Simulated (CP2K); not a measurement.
# Pd (Fm-3m) in CP2K: equation of state, part 2 of 2

CP2K 2026.2. Earlier steps stand in the parts before.

## (3) Single point, PBE, 14.46 Å³/atom (volume scaled by 0.98)

Contents of pd_eos.inp:

```
&GLOBAL
  PROJECT pd_eos
  RUN_TYPE ENERGY_FORCE
  PRINT_LEVEL LOW
&END GLOBAL
&FORCE_EVAL
  METHOD QS
  STRESS_TENSOR ANALYTICAL
  &DFT
    BASIS_SET_FILE_NAME BASIS_MOLOPT_UZH
    POTENTIAL_FILE_NAME POTENTIAL_UZH
    WFN_RESTART_FILE_NAME previous-RESTART.kp
    &MGRID
      CUTOFF 500
      REL_CUTOFF 60
      NGRIDS 4
    &END MGRID
    &QS
      METHOD GPW
      EPS_DEFAULT 1.0E-10
    &END QS
    &KPOINTS
      SCHEME MONKHORST-PACK 12 12 12
      GAMMA_CENTERED T
      SYMMETRY T
      SYMMETRY_BACKEND SPGLIB
    &END KPOINTS
    &SCF
      SCF_GUESS RESTART
      EPS_SCF 1.0E-6
      MAX_SCF 100
      ADDED_MOS 11
      CHOLESKY OFF
      EPS_EIGVAL 1.0E-7
      &DIAGONALIZATION ON
        ALGORITHM STANDARD
      &END DIAGONALIZATION
      &MIXING ON
        METHOD BROYDEN_MIXING
        ALPHA 0.4
        BETA 1.5
        NBUFFER 8
      &END MIXING
      &SMEAR ON
        METHOD FERMI_DIRAC
        ELECTRONIC_TEMPERATURE [K] 580.226
      &END SMEAR
    &END SCF
    &XC
      &XC_FUNCTIONAL
        &GGA_X_PBE
        &END GGA_X_PBE
        &GGA_C_PBE
        &END GGA_C_PBE
      &END XC_FUNCTIONAL
    &END XC
    &PRINT
      &KPOINTS ON
      &END KPOINTS
      &MULLIKEN ON
      &END MULLIKEN
      &MO ON
        ENERGIES T
        OCCUPATION_NUMBERS T
        &EACH
          QS_SCF 0
        &END EACH
        ADD_LAST NUMERIC
      &END MO
    &END PRINT
  &END DFT
  &SUBSYS
    &CELL
      A 2.7342911982 0.0000000000 0.0000000000
      B 1.3671455991 2.3679656390 0.0000000000
      C 1.3671455991 0.7893218797 2.2325394146
      PERIODIC XYZ
    &END CELL
    &COORD
      SCALED
      Pd  0.0000000000 0.0000000000 0.0000000000
    &END COORD
    &KIND Pd
      BASIS_SET TZVP-MOLOPT-PBE-GTH-q18
      POTENTIAL GTH-PBE-q18
    &END KIND
    &PRINT
      &ATOMIC_COORDINATES ON
      &END ATOMIC_COORDINATES
      &CELL ON
      &END CELL
      &SYMMETRY ON
      &END SYMMETRY
    &END PRINT
  &END SUBSYS
  &PRINT
    &FORCES ON
    &END FORCES
    &STRESS_TENSOR ON
    &END STRESS_TENSOR
  &END PRINT
&END FORCE_EVAL
```

Potentials or basis: POTENTIAL_UZH Pd GTH-PBE-q18; TZVP-MOLOPT-PBE-GTH basis.

On the command line:

```bash
$ OMP_NUM_THREADS=1 cp2k.psmp -i pd_eos.inp -o pd_eos.out
```

pd_eos.out:

```text

 CP2K| version string:                                       CP2K version 2026.2
 CP2K| Input file name                                                pd_eos.inp

 GLOBAL| Force Environment number                                              1
 GLOBAL| Basis set file name                                    BASIS_MOLOPT_UZH
 GLOBAL| Potential file name                                       POTENTIAL_UZH
 GLOBAL| MM Potential file name                                     MM_POTENTIAL
 GLOBAL| Coordinate file name                                      __STD_INPUT__
 GLOBAL| Method name                                                        CP2K
 GLOBAL| Project name                                                     pd_eos
 GLOBAL| Run type                                                   ENERGY_FORCE
 GLOBAL| FFT library                                                       FFTW3
[... 8 lines left out ...]
 GLOBAL| CPU model name                                                  UNKNOWN

 CELL| Volume [angstrom^3]:                                            14.455040
 CELL| Vector a [angstrom]:       2.734     0.000     0.000   |a| =     2.734291
 CELL| Vector b [angstrom]:       1.367     2.368     0.000   |b| =     2.734291
 CELL| Vector c [angstrom]:       1.367     0.789     2.233   |c| =     2.734291
 CELL| Angle (b,c), alpha [degree]:                                    60.000000
 CELL| Angle (a,c), beta  [degree]:                                    60.000000
 CELL| Angle (a,b), gamma [degree]:                                    60.000000
 CELL| Numerically orthorhombic:                                              NO
 CELL| Periodicity                                                           XYZ

 CELL_REF| Volume [angstrom^3]:                                        14.455040
 CELL_REF| Vector a [angstrom     2.734     0.000     0.000   |a| =     2.734291
 CELL_REF| Vector b [angstrom     1.367     2.368     0.000   |b| =     2.734291
 CELL_REF| Vector c [angstrom     1.367     0.789     2.233   |c| =     2.734291
 CELL_REF| Angle (b,c), alpha [degree]:                                60.000000
 CELL_REF| Angle (a,c), beta  [degree]:                                60.000000
 CELL_REF| Angle (a,b), gamma [degree]:                                60.000000
 CELL_REF| Numerically orthorhombic:                                          NO
 CELL_REF| Periodicity                                                       XYZ
[... 9 lines left out ...]
 TOTAL NUMBERS AND MAXIMUM NUMBERS

  Total number of            - Atomic kinds:                                   1
                             - Atoms:                                          1
                             - Shell sets:                                     1
[... 119 lines left out ...]
     7 Broy./Diag. 0.40E+00    9.2     0.00000081      -126.6542796894  2.58E-06

  *** SCF run converged in     7 steps ***

  Electronic density on regular grids:        -17.9999947825        0.0000052175
  Core density on regular grids:               17.9999999994       -0.0000000006
  Total charge density on r-space grids:        0.0000052169
  Total charge density g-space grids:           0.0000052169

  Overlap energy of the core charge distribution:               0.00000000000000
  Self energy of the core charge distribution:               -221.15777161144405
  Core Hamiltonian energy:                                     53.08308626891900
  Hartree energy:                                              54.04262803078041
  Exchange-correlation energy:                                -12.62153243134279
  Electronic entropic energy:                                  -0.00068994521780
  Fermi energy:                                                 0.56421258242615

  Total energy:                                              -126.65427968937070
  Total energy (extrapolated to T->0):                       -126.65393471676180

 MO| EIGENVALUES AND OCCUPATION NUMBERS FOR K POINT 1
 MO|
 MO|  Index      Eigenvalue [a.u.]        Eigenvalue [eV]             Occupation
 MO|      1              -2.524150             -68.685614               2.000000
 MO|      2              -1.277295             -34.756975               2.000000
 MO|      3              -1.263992             -34.394977               2.000000
 MO|      4              -1.263992             -34.394977               2.000000
 MO|      5               0.363954               9.903689               2.000000
 MO|      6               0.456280              12.416016               2.000000
[... 350 lines left out ...]
 MO|     19               2.073091              56.411671               0.000000
 MO|     20               2.130808              57.982234               0.000000
 MO| Sum:                                                              18.000000
 MO| E(Fermi):            0.564213 a.u.         15.353005 eV

 [... the levels of further k-points ...]

 !-----------------------------------------------------------------------------!
                     Mulliken Population Analysis

 #  Atom  Element  Kind  Atomic population                           Net charge
       1     Pd       1         18.000000                             -0.000000
 # Total charge                             18.000000                 -0.000000

 !-----------------------------------------------------------------------------!

 ENERGY| Total FORCE_EVAL ( QS ) energy [hartree]           -126.654273891113448

 FORCES| Atomic forces [hartree/bohr]
 FORCES|   Atom     x               y               z               |f|
 FORCES|      1  4.38483732E-14  1.47419217E-15 -3.62725449E-14   5.69258341E-14
 FORCES| Sum     4.38483732E-14  1.47419217E-15 -3.62725449E-14
 FORCES| Total atomic force                                       5.69258341E-14

 STRESS| Analytical stress tensor [bar]
 STRESS|                        x                   y                   z
 STRESS|      x        1.35543700592E+05   4.95689552893E-02   3.41404935954E-02
 STRESS|      y        4.95689552893E-02   1.35543643483E+05   2.24800268487E-02
 STRESS|      z        3.41404935954E-02   2.24800268487E-02   1.35543630188E+05
 STRESS| 1/3 Trace                                             1.35543658088E+05
 STRESS| Determinant                                           2.49021937009E+15

 STRESS| Eigenvectors and eigenvalues of the analytical stress tensor [bar]
 STRESS|                        1                   2                   3
 STRESS| Eigenvalues   1.35543612918E+05   1.35543617451E+05   1.35543743894E+05
 STRESS|      x          -0.194740861718     -0.550616504707      0.811724991312
 STRESS|      y           0.766211862563      0.431271480549      0.476365712171
 STRESS|      z          -0.612368662200      0.714721186764      0.337902717874
```

Run time: 89 s. Hardware: 1 thread of Arm Neoverse V1, shared host; peak memory 0.29 GiB.

Results:

- Free energy: -3446.4381 eV
- Pressure: 13.6 GPa
- Band gap on the k mesh: none (metal or under the smearing width)

Caveat: the basis of atomic orbitals isn't converged, which shifts pressures, moduli and gaps.

## (4) Single point, PBE, 15.05 Å³/atom (volume scaled by 1.02)

Changes to pd_eos.inp since step 3:

```diff
@@ -73,5 +73,5 @@
     &CELL
-      A 2.7342911982 0.0000000000 0.0000000000
-      B 1.3671455991 2.3679656390 0.0000000000
-      C 1.3671455991 0.7893218797 2.2325394146
+      A 2.7709974735 0.0000000000 0.0000000000
+      B 1.3854987368 2.3997542059 0.0000000000
+      C 1.3854987368 0.7999180686 2.2625099629
       PERIODIC XYZ
```

On the command line:

```bash
$ OMP_NUM_THREADS=1 cp2k.psmp -i pd_eos.inp -o pd_eos.out
```

It took 87 s on 1 thread of Arm Neoverse V1, shared host; peak memory 0.29 GiB.

Results (log left out):

```yaml
Free_energy: -3446.4714 eV
Pressure: 4.9 GPa
Band_gap_on_the_k_mesh: none (metal or under the smearing width)
```

Caveat: the basis of atomic orbitals isn't converged, which shifts pressures, moduli and gaps.

## (5) Single point, PBE, 14.16 Å³/atom (volume scaled by 0.96)

Changes to pd_eos.inp since step 4:

```diff
@@ -73,5 +73,5 @@
     &CELL
-      A 2.7709974735 0.0000000000 0.0000000000
-      B 1.3854987368 2.3997542059 0.0000000000
-      C 1.3854987368 0.7999180686 2.2625099629
+      A 2.7155625886 0.0000000000 0.0000000000
+      B 1.3577812943 2.3517461873 0.0000000000
+      C 1.3577812943 0.7839153958 2.2172475689
       PERIODIC XYZ
```

On the command line:

```bash
$ OMP_NUM_THREADS=1 cp2k.psmp -i pd_eos.inp -o pd_eos.out
```

Wall time 1.8 min (1 thread of Arm Neoverse V1, shared host); peak memory 0.29 GiB.

The run converged. Its results:

| Quantity | Value |
| --- | --- |
| Free energy | -3446.4084 eV |
| Pressure | 18.8 GPa |
| Band gap on the k mesh | none (metal or under the smearing width) |

Caveat: the basis of atomic orbitals isn't converged, which shifts pressures, moduli and gaps.

## (6) Single point, PBE, 15.34 Å³/atom (volume scaled by 1.04)

Changes to pd_eos.inp since step 5:

```diff
@@ -73,5 +73,5 @@
     &CELL
-      A 2.7155625886 0.0000000000 0.0000000000
-      B 1.3577812943 2.3517461873 0.0000000000
-      C 1.3577812943 0.7839153958 2.2172475689
+      A 2.7889914678 0.0000000000 0.0000000000
+      B 1.3944957339 2.4153374621 0.0000000000
+      C 1.3944957339 0.8051124874 2.2772019977
       PERIODIC XYZ
```

Potentials or basis: POTENTIAL_UZH Pd GTH-PBE-q18; TZVP-MOLOPT-PBE-GTH basis.

On the command line:

```bash
$ OMP_NUM_THREADS=1 cp2k.psmp -i pd_eos.inp -o pd_eos.out
```

Wall time 84 s (1 thread of Arm Neoverse V1, shared host); peak memory 0.29 GiB.

Results (log left out):

```
Free energy            : -3446.4771 eV
Pressure               : 1.3 GPa
Band gap on the k mesh : none (metal or under the smearing width)
```

Caveat: the basis of atomic orbitals isn't converged, which shifts pressures, moduli and gaps.

## (7) Single point, PBE, 13.87 Å³/atom (volume scaled by 0.94)

Changes to pd_eos.inp since step 6:

```diff
@@ -73,5 +73,5 @@
     &CELL
-      A 2.7889914678 0.0000000000 0.0000000000
-      B 1.3944957339 2.4153374621 0.0000000000
-      C 1.3944957339 0.8051124874 2.2772019977
+      A 2.6965720191 0.0000000000 0.0000000000
+      B 1.3482860095 2.3352998717 0.0000000000
+      C 1.3482860095 0.7784332906 2.2017418338
       PERIODIC XYZ
```

On the command line:

```bash
$ OMP_NUM_THREADS=1 cp2k.psmp -i pd_eos.inp -o pd_eos.out
```

Wall time 1.9 min (1 thread of Arm Neoverse V1, shared host); peak memory 0.3 GiB.

It converged, with:

| Item | Value |
| --- | --- |
| Free energy | -3446.3685 eV |
| Pressure | 24.7 GPa |
| Band gap on the k mesh | none (metal or under the smearing width) |

Caveat: the basis of atomic orbitals isn't converged, which shifts pressures, moduli and gaps.

## (8) Single point, PBE, 15.64 Å³/atom (volume scaled by 1.06)

Changes to pd_eos.inp since step 7:

```diff
@@ -73,5 +73,5 @@
     &CELL
-      A 2.6965720191 0.0000000000 0.0000000000
-      B 1.3482860095 2.3352998717 0.0000000000
-      C 1.3482860095 0.7784332906 2.2017418338
+      A 2.8067562236 0.0000000000 0.0000000000
+      B 1.4033781118 2.4307221919 0.0000000000
+      C 1.4033781118 0.8102407306 2.2917068601
       PERIODIC XYZ
```

On the command line:

```bash
$ OMP_NUM_THREADS=1 cp2k.psmp -i pd_eos.inp -o pd_eos.out
```

It took 80 s on 1 thread of Arm Neoverse V1, shared host; peak memory 0.28 GiB.

The run converged. Its results:

```
Free energy            : -3446.4766 eV
Pressure               : -1.8 GPa
Band gap on the k mesh : none (metal or under the smearing width)
```

Caveat: the basis of atomic orbitals isn't converged, which shifts pressures, moduli and gaps.

## (9) Equation of state, PBE

Potentials or basis: POTENTIAL_UZH Pd GTH-PBE-q18; TZVP-MOLOPT-PBE-GTH basis.

No new run: the results of the series are fitted here.

Results:

```yaml
Equilibrium_volume: 15.46 Å³/atom
Bulk_modulus: 167 GPa
Pressure_derivative_of_the_bulk_modulus: 5.7
```

Energy against volume, from the lowest point:
```csv
volume (Å³/atom),energy (meV/atom)
13.865,108.56
14.160,68.66
14.455,39.00
14.750,18.37
15.045,5.68
15.340,0.00
15.635,0.50
```

Caveat: the basis of atomic orbitals isn't converged, which shifts pressures, moduli and gaps. Zero-point motion and thermal expansion aren't in these numbers.
